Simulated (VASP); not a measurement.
# BaZrS3: relaxation of cell and atoms with PBE

The system is BaZrS3.

```xyz
20
Lattice="7.1345 0.0000 0.0000 0.0000 10.0418 0.0000 0.0000 0.0000 7.0636" Properties=species:S:1:pos:R:3 pbc="T T T"
Ba    0.3070    2.5105    0.0618
Ba    3.2603    7.5314    3.5936
Ba    3.8742    2.5105    3.4700
Ba    6.8275    7.5314    7.0018
Zr    0.0000    0.0000    3.5318
Zr    3.5672    0.0000    0.0000
Zr    3.5672    5.0209    0.0000
Zr    0.0000    5.0209    3.5318
S     7.0928    2.5105    3.9619
S     3.6089    7.5314    0.4302
S     3.5256    2.5105    6.6334
S     0.0417    7.5314    3.1016
S     1.5215    9.7223    5.5563
S     2.0458    0.3195    2.0245
S     5.0887    5.3405    5.0390
S     5.6130    4.7014    1.5072
S     5.6130    0.3195    1.5072
S     5.0887    9.7223    5.0390
S     2.0458    4.7014    2.0245
S     1.5215    5.3405    5.5563
```

The cell is a database's computed one.

* Program: VASP 6.6.1
* Task: relaxation of cell and atoms
* Functional: PBE
* Potentials or basis: VASP PAW PBE potentials, release 64 (Ba_sv, Zr_sv, S)
* Cutoff: 300 eV
* k mesh: 2 × 2 × 2
* Occupations: gaussian, width 0.03 eV
* Spin: no spin polarisation
* Further INCAR settings: ALGO = Normal; EDIFF = 1e-06; IBRION = 2; EDIFFG = -0.01; NSW = 90; ISIF = 3

| Property | Result |
| --- | --- |
| Relaxed volume | 25.36 Å³/atom |
| Relaxed cell | a = 7.188 Å, b = 10.014 Å, c = 7.048 Å, α = 90.00°, β = 90.00°, γ = 90.00° |
| Space group after relaxing (to 0.05 Å) | Pnma (No. 62) |
| Energy gained by relaxing | 1.2 meV/atom |
| Ionic steps | 17 |
| Pressure after relaxing | 0.0 GPa |
| Largest force after relaxing | 0.010 eV/Å |
| Band gap on the k mesh | 1.04 eV, direct |

Forces on the atoms (eV/Å):
```
Ba   0.003  0.000  0.008
Ba  -0.003  0.000  0.008
Ba   0.003  0.000 -0.008
Ba  -0.003  0.000 -0.008
Zr   0.000  0.000  0.000
Zr   0.000  0.000  0.000
Zr   0.000  0.000  0.000
Zr   0.000  0.000  0.000
S    0.004  0.000 -0.009
S   -0.004  0.000 -0.009
S    0.004  0.000  0.009
S   -0.004  0.000  0.009
S   -0.004 -0.002  0.002
S    0.004  0.002  0.002
S   -0.004  0.002 -0.002
S    0.004 -0.002 -0.002
S    0.004  0.002 -0.002
S   -0.004 -0.002 -0.002
S    0.004 -0.002  0.002
S   -0.004  0.002  0.002
```

Step by step:
| step | energy change (eV) | largest force (eV/Å) | pressure (GPa) | volume (Å³) |
| --- | --- | --- | --- | --- |
| 1 | 0.0000 | 0.0645 | 0.29 | 506.06 |
| 2 | -0.0047 | 0.0588 | -0.21 | 509.43 |
| 3 | -0.0048 | 0.0574 | -0.14 | 508.94 |
| 4 | -0.0077 | 0.0593 | -0.07 | 508.43 |
| 5 | -0.0095 | 0.0650 | 0.13 | 507.09 |
| 6 | -0.0099 | 0.0633 | 0.07 | 507.46 |
| 7 | -0.0119 | 0.0605 | 0.07 | 507.48 |
| 8 | -0.0170 | 0.0522 | 0.04 | 507.54 |
| 9 | -0.0216 | 0.0339 | 0.00 | 507.66 |
| 10 | -0.0216 | 0.0323 | 0.00 | 507.67 |
| 11 | -0.0225 | 0.0265 | 0.00 | 507.62 |
| 12 | -0.0230 | 0.0223 | 0.01 | 507.55 |
| 13 | -0.0234 | 0.0121 | -0.01 | 507.63 |
| 14 | -0.0236 | 0.0121 | -0.02 | 507.70 |
| 15 | -0.0234 | 0.0210 | -0.04 | 507.84 |
| 16 | -0.0236 | 0.0133 | -0.02 | 507.74 |
| 17 | -0.0237 | 0.0098 | 0.05 | 507.25 |

Final structure:
```cif
data_structure
_symmetry_space_group_name_H-M 'P 1'
_symmetry_Int_Tables_number 1
_cell_length_a 7.1876
_cell_length_b 10.0138
_cell_length_c 7.0475
_cell_angle_alpha 90.000
_cell_angle_beta 90.000
_cell_angle_gamma 90.000
_cell_volume 507.25
loop_
_atom_site_label
_atom_site_type_symbol
_atom_site_fract_x
_atom_site_fract_y
_atom_site_fract_z
_atom_site_occupancy
Ba1 Ba 0.05097 0.25000 0.01168 1
Ba2 Ba 0.44903 0.75000 0.51168 1
Ba3 Ba 0.55097 0.25000 0.48832 1
Ba4 Ba 0.94903 0.75000 0.98832 1
Zr1 Zr 0.00000 0.00000 0.50000 1
Zr2 Zr 0.50000 0.00000 0.00000 1
Zr3 Zr 0.50000 0.50000 0.00000 1
Zr4 Zr 0.00000 0.50000 0.50000 1
S1 S 0.99289 0.25000 0.56633 1
S2 S 0.50711 0.75000 0.06633 1
S3 S 0.49289 0.25000 0.93367 1
S4 S 0.00711 0.75000 0.43367 1
S5 S 0.21173 0.96472 0.78835 1
S6 S 0.28827 0.03528 0.28835 1
S7 S 0.71173 0.53528 0.71165 1
S8 S 0.78827 0.46472 0.21165 1
S9 S 0.78827 0.03528 0.21165 1
S10 S 0.71173 0.96472 0.71165 1
S11 S 0.28827 0.46472 0.28835 1
S12 S 0.21173 0.53528 0.78835 1
```

Levels at points of the mesh, in eV from the valence-band top:
```csv
k point,band 78,band 79,band 80,band 81,band 82,band 83
"(0.00, 0.00, 0.00)",-0.04,0.00,0.00,1.04,1.13,1.18
"(0.50, 0.00, 0.00)",-0.52,-0.19,-0.19,2.03,2.03,2.15
"(0.00, 0.50, 0.00)",-0.25,-0.18,-0.18,1.21,1.21,2.05
"(0.50, 0.50, 0.00)",-0.30,-0.30,-0.30,2.40,2.40,2.40
"(0.00, 0.00, 0.50)",-0.46,-0.27,-0.27,2.07,2.07,2.16
"(0.50, 0.00, 0.50)",-0.34,-0.05,-0.05,1.15,1.15,2.44
"(0.00, 0.50, 0.50)",-0.32,-0.27,-0.27,2.33,2.33,2.35
"(0.50, 0.50, 0.50)",-0.33,-0.33,-0.33,2.17,2.17,2.17
```

Run time: 14 min on 4 MPI ranks on Intel(R) Xeon(R) Platinum 8375C CPU @ 2.90GHz (Ice Lake), on a shared host, peak memory 0.21 GiB a rank.

Caveat: the k mesh is coarse (spacing up to 0.44 Å⁻¹), so the values aren't converged; the cutoff is under 1.25 times the usual one of these potentials, so pressure, stress and relaxed cells hold a basis-set (Pulay) error; spin-orbit coupling is left out, which moves the levels of the heavy elements. A k mesh can miss the band edges.
